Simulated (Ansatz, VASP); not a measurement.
One calculation of Zn, two programs

File INCAR:

```
SYSTEM = Zn
  PREC = Accurate
  ENCUT = 520
  EDIFF = 1E-6
  ISMEAR = -1
  SIGMA = 0.05
  LREAL = .False.
  LASPH = .True.
  NELM = 80
  ALGO = Fast
  ISIF = 2
  LWAVE = .False.
  LCHARG = .False.
  GGA = PS
  NBANDS = 25
```

KPOINTS

```
Automatic mesh
0
Gamma
  12 12 4
  0 0 0
```

POSCAR

```
Zn
1.0
    2.2980179408     -1.3257059190      0.0000000000
    2.2980179408      1.3257059190      0.0000000000
   -1.6126625833      0.0000000000      7.3964772113
Zn
3
Direct
    0.7780178600      0.7780178600      0.3345049800
    0.2219821400      0.2219821400      0.6654950200
    0.0000000000      0.0000000000      0.0000000000
```

input.yaml

```yaml
crystal:
  lattice:
    - [2.2980179408, -1.325705919, 0.0]
    - [2.2980179408, 1.325705919, 0.0]
    - [-1.6126625833, 0.0, 7.3964772113]
  atoms:
    - { symbol: Zn, position: [0.77801786, 0.77801786, 0.33450498] }
    - { symbol: Zn, position: [0.22198214, 0.22198214, 0.66549502] }
    - { symbol: Zn, position: [0.0, 0.0, 0.0] }
hamiltonian:
  xc: pbesol
  pseudopotentials: { kind: paw }
kpoints:
  mp_grid: { grid: [12, 12, 4] }
scf:
  occupations: { method: fermi_dirac, width: 0.05 }
output:
  forces: true
  stress: true
  eigenvalues: true
  write_density: true
  write_potential: true
  elf: true
  volumetric_format: npy
```

This isn't the form of Zn at room conditions, which is hcp.

Alike in both runs: task single point; functional PBEsol; k mesh 12 × 12 × 4; occupations fermi-dirac, width 0.05 eV; no spin polarisation.

```csv
,VASP,Ansatz
version,VASP 6.6.1,Ansatz 0.2.0
potentials or method,"VASP PAW PBE potentials, release 64 (Zn)",Ansatz PAW
plane-wave cutoff (eV),520,420
valence electrons in the cell,36,36
```

```csv
,VASP,Ansatz,Ansatz less VASP
gap on the k mesh at the Fermi level (eV),none,none,-
pressure (GPa),-4.0,-4.2,-0.16
largest component of the traceless stress (GPa),3.87,4.03,+0.160
rms of the force components (eV/Å),0.005,0.005,-0.0001
```

Atom by atom the forces differ by 0.000 eV/Å (rms over components). A gap of «none» marks a metal or a gap that the smearing closes.

Caveats: the PAW data sets were made with another functional, which shifts forces and pressure a little (VASP); the PAW data sets come from PBE, with cores solved anew for the run's functional, which leaves a small shift of forces and pressure (Ansatz).
